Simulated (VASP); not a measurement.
# V (Im-3m) in VASP: a series of runs, part 2 of 2

VASP 6.6.1. The steps go on from the part before.

## (3) Electrostatic potential, PBE

This run uses another cell than the first one, of 13.46 Å³/atom, 1.049 times its volume.

File INCAR:

```
SYSTEM = V
PREC     = Accurate       ! precision mode
ENCUT    = 700            ! plane-wave cutoff, eV
EDIFF    = 1E-6           ! SCF threshold, eV
ISMEAR   = 1              ! smearing method
SIGMA    = 0.1            ! smearing width, eV
LREAL    = .False.        ! projectors in reciprocal space
LASPH    = .True.         ! aspherical terms in the spheres
NELM     = 120            ! most SCF steps
ALGO     = Normal         ! electronic algorithm
ISIF     = 2              ! what is computed and relaxed
LWAVE    = .False.        ! write WAVECAR
LCHARG   = .True.         ! write CHGCAR
GGA      = PE             ! functional
LVHAR    = .True.
```

File KPOINTS:

```
Automatic mesh
0
Gamma
  20 20 20
  0 0 0
```

File POSCAR:

```
V                                       
1.0
   -1.4984978420      1.4984978420      1.4984978420
    1.4984978420     -1.4984978420      1.4984978420
    1.4984978420      1.4984978420     -1.4984978420
  V             
     1
Direct
     0.0000000000000000    0.0000000000000000    0.0000000000000000
```

Potentials or basis: VASP PAW PBE potentials, release 64 (V_sv).

The run is started by

```sh
$ cat potpaw_PBE.64/V_sv/POTCAR > POTCAR
$ mpirun -np 1 vasp_std > vasp.out
```

OUTCAR:

```text
SYSTEM = V
   PREC = Accurate
   ENCUT = 700
   EDIFF = 1E-6
   ISMEAR = 1
   LREAL = .False.
   LASPH = .True.
   NELM = 120
   ISIF = 2
   GGA = PE

 ion  position               nearest neighbor table
   1  0.000  0.000  0.000-

  LATTYP: Found a body centered cubic cell.
 ALAT       =     2.9969956840

  Lattice vectors:

 A1 = (  -1.4984978420,   1.4984978420,   1.4984978420)
 A2 = (   1.4984978420,  -1.4984978420,   1.4984978420)
 A3 = (   1.4984978420,   1.4984978420,  -1.4984978420)

Analysis of symmetry for initial positions (statically):
=====================================================================
 Subroutine PRICEL returns:
 Original cell was already a primitive cell.

 Routine SETGRP: Setting up the symmetry group for a
 body centered cubic supercell.

 Subroutine GETGRP returns: Found 48 space group operations
 (whereof 48 operations were pure point group operations)
 out of a pool of 48 trial point group operations.

The static configuration has the point symmetry O_h .

Analysis of symmetry for dynamics (positions and initial velocities):
=====================================================================
 Subroutine PRICEL returns:
 Original cell was already a primitive cell.

 Routine SETGRP: Setting up the symmetry group for a
 body centered cubic supercell.

 Subroutine GETGRP returns: Found 48 space group operations
 (whereof 48 operations were pure point group operations)
 out of a pool of 48 trial point group operations.

The dynamic configuration has the point symmetry O_h .

 Subroutine INISYM returns: Found 48 space group operations
 (whereof 48 operations are pure point group operations),
 and found     1 'primitive' translations

----------------------------------------------------------------------------------------

                                     Primitive cell

  volume of cell :      13.4595

  direct lattice vectors                    reciprocal lattice vectors
    -1.498497842  1.498497842  1.498497842     0.000000000  0.333667481  0.333667481
     1.498497842 -1.498497842  1.498497842     0.333667481  0.000000000  0.333667481
     1.498497842  1.498497842 -1.498497842     0.333667481  0.333667481  0.000000000

  length of vectors
     2.595474397  2.595474397  2.595474397     0.471877077  0.471877077  0.471877077

  position of ions in fractional coordinates (direct lattice)
     0.000000000  0.000000000  0.000000000

  ion indices of the primitive-cell ions
   primitive index   ion index
                 1           1

----------------------------------------------------------------------------------------

 KPOINTS: Automatic mesh

Automatic generation of k-mesh.
 Grid dimensions read from file:
 generate k-points for:   20   20   20

 Generating k-lattice:

  Cartesian coordinates                     Fractional coordinates (reciprocal lattice)
     0.000000000  0.016683374  0.016683374     0.050000000  0.000000000  0.000000000
     0.016683374  0.000000000  0.016683374     0.000000000  0.050000000  0.000000000
     0.016683374  0.016683374  0.000000000     0.000000000  0.000000000  0.050000000

  Length of vectors
     0.023593854  0.023593854  0.023593854

  Shift w.r.t. Gamma in fractional coordinates (k-lattice)
     0.000000000  0.000000000  0.000000000

 Subroutine IBZKPT returns following result:
 ===========================================

 Found    256 irreducible k-points:

 Following reciprocal coordinates:
            Coordinates               Weight
  0.000000  0.000000  0.000000      1.000000
  0.050000  0.000000  0.000000     12.000000
  0.100000  0.000000  0.000000     12.000000
  0.150000  0.000000  0.000000     12.000000
  0.200000  0.000000  0.000000     12.000000
  0.250000  0.000000  0.000000     12.000000
[... 16 lines left out ...]
  0.200000  0.100000 -0.000000     48.000000
  0.250000  0.100000 -0.000000     48.000000
 [... further k-points ...]
   k-points           NKPTS =    256   k-points in BZ     NKDIM =    256   number of bands    NBANDS=     10
   number of dos      NEDOS =    301   number of ions     NIONS =      1
   total plane-waves  NPLWV =  13824
   dimension x,y,z NGX =    24 NGY =   24 NGZ =   24
   dimension x,y,z NGXF=    48 NGYF=   48 NGZF=   48
   ions per type =               1
   NGX,Y,Z   is equivalent  to a cutoff of  15.37, 15.37, 15.37 a.u.
   NGXF,Y,Z  is equivalent  to a cutoff of  30.75, 30.75, 30.75 a.u.
 SYSTEM =  V
   PREC   = accura    normal or accurate (medium, high low for compatibility)
   ISTART =      0    job   : 0-new  1-cont  2-samecut
   ICHARG =      2    charge: 1-file 2-atom 10-const
   ISPIN  =      1    spin polarized calculation?
   LNONCOLLINEAR =      F non collinear calculations
   LSORBIT =      F    spin-orbit coupling
   LASPH  =      T    aspherical Exc in radial PAW
   ENCUT  =  700.0 eV  51.45 Ry    7.17 a.u.   5.60  5.60  5.60*2*pi/ulx,y,z
   NELM   =    120;   NELMIN=  2; NELMDL= -5     # of ELM steps
   EDIFF  = 0.1E-05   stopping-criterion for ELM
   LREAL  =      F    real-space projection
[... 7 lines left out ...]
   TEBEG  =    0.0;   TEEND  =   0.0 temperature during run
   PSTRESS=    0.0 pullay stress
   NELECT =      13.0000    total number of electrons
   NUPDOWN=      -1.0000    fix difference up-down
   EMIN   =  10.00;   EMAX   =-10.00  energy-range for DOS
   EFERMI =   0.00;   METHOD = LEGACY
   ISMEAR =     1;   SIGMA  =   0.10  broadening in eV -4-tet -1-fermi 0-gaus
   EFERMI_NEDOS =   21; number of points for ismear=-14 and -15
   IALGO  =     38    algorithm
   IMIX   =      4    mixing-type and parameters
     AMIX     =   0.40;   BMIX     =  1.00
     AMIX_MAG =   1.60;   BMIX_MAG =  1.00
  volume/ion in A,a.u.               =      13.46        90.83
  Fermi-wavevector in a.u.,A,eV,Ry     =   1.618253  3.058055 35.630171  2.618744
  Thomas-Fermi vector in A             =   2.712546
   LORBIT       =      0    0 simple, 1 ext, 2 COOP (PROOUT), +10 PAW based schemes
   GGA     = PE    functional components
   LHFCALC =     F    Hartree Fock is set to
   AEXX    =    0.0000 exact exchange contribution
   IVDW    =     0    specifies the selected vdW correction
   LEPSILON=     F    determine dielectric tensor
   LRPA    =     F    only Hartree local field effects (RPA)
 non-spin polarized calculation
 Methfessel and Paxton  Order N= 1 SIGMA  =   0.10
  energy-cutoff  :      700.00
  volume of cell :       13.46
 maximum number of plane-waves:       586
   NGX = 11   NGY = 11   NGZ = 11

 number of electron      12.9999999 magnetization

 Free energy of the ion-electron system (eV)
  ---------------------------------------------------
  ext. energy  EPLUGINS =         0.00000000
  ---------------------------------------------------
  free energy    TOTEN  =        -8.99264751 eV

  energy without entropy =       -8.99253438  energy(sigma->0) =       -8.99260980

 E-fermi :   9.7055     XC(G=0): -12.9092

 val. band max:        9.7051074782   @ k =   0.3000   0.0500   0.0500
 cond. band min:       9.7066298356   @ k =   0.3000   0.0500   0.0000
 fundamental gap:      0.0015223574
 Fermi energy:         9.7055408548

 k-point     1 :       0.0000    0.0000    0.0000
  band No.  band energies     occupation
      1     -54.0084      2.00000
      2     -27.3083      2.00000
      3     -27.3083      2.00000
      4     -27.3083      2.00000
      5       3.1284      2.00000
      6      10.1243     -0.00000
      7      10.1243     -0.00000
      8      10.1243     -0.00000
      9      12.1352      0.00000
     10      12.1352      0.00000

 k-point     2 :       0.0500    0.0000    0.0000
  band No.  band energies     occupation
      1     -54.0036      2.00000
      2     -27.3314      2.00000
      3     -27.3154      2.00000
      4     -27.3085      2.00000
      5       3.2299      2.00000
      6      10.0809     -0.00000
      7      10.1156     -0.00000
      8      10.1964     -0.00000
      9      12.0841      0.00000
     10      12.1379      0.00000
[... 274 lines left out ...]
 k-point    24 :       0.2500    0.1000   -0.0000
  band No.  band energies     occupation
      1     -53.8713      2.00000
      2     -27.9156      2.00000
      3     -27.5035      2.00000
      4     -27.3429      2.00000
      5       6.1382      2.00000
      6       9.0615      2.00000
      7       9.4375      2.00100
      8      11.7592      0.00000
      9      12.4216      0.00000
     10      12.6826      0.00000

 [... further k-points ...]
[... 5 lines left out ...]
  --------------------------------------------------------------------------------------
  -------------------------------------------------------------------------------------
  Total        0.0059980      0.0059980      0.0059980     -0.0000000     -0.0000000      0.0000000
  in kB        0.7139849      0.7139849      0.7139849     -0.0000000     -0.0000000      0.0000000
  external PRESSURE =       0.7139849 kB  Pullay stress =       0.0000000 kB

 VOLUME and BASIS-vectors are now :
 -----------------------------------------------------------------------------
  energy-cutoff  :      700.00
  volume of cell :       13.46
      direct lattice vectors                 reciprocal lattice vectors
    -1.498497842  1.498497842  1.498497842     0.000000000  0.333667481  0.333667481
     1.498497842 -1.498497842  1.498497842     0.333667481  0.000000000  0.333667481
     1.498497842  1.498497842 -1.498497842     0.333667481  0.333667481  0.000000000

 POSITION                                       TOTAL-FORCE (eV/Angst)
 -----------------------------------------------------------------------------------
      0.00000      0.00000      0.00000        -0.000000      0.000000     -0.000000
 -----------------------------------------------------------------------------------
    total drift:                               -0.000000      0.000000      0.000000

  FREE ENERGIE OF THE ION-ELECTRON SYSTEM (eV)
  ---------------------------------------------------
  free  energy   TOTEN  =        -8.9926475064 eV

  energy  without entropy=       -8.9925343834  energy(sigma->0) =       -8.99260980
```

Wall time 36 s (1 thread of Intel Xeon Platinum 8559C (Emerald Rapids), shared host); peak memory 0.18 GiB.

What came out:

```yaml
Free_energy: -8.9926 eV
Pressure: 0.1 GPa
Band_gap_on_the_k_mesh: none (metal or under the smearing width)
```
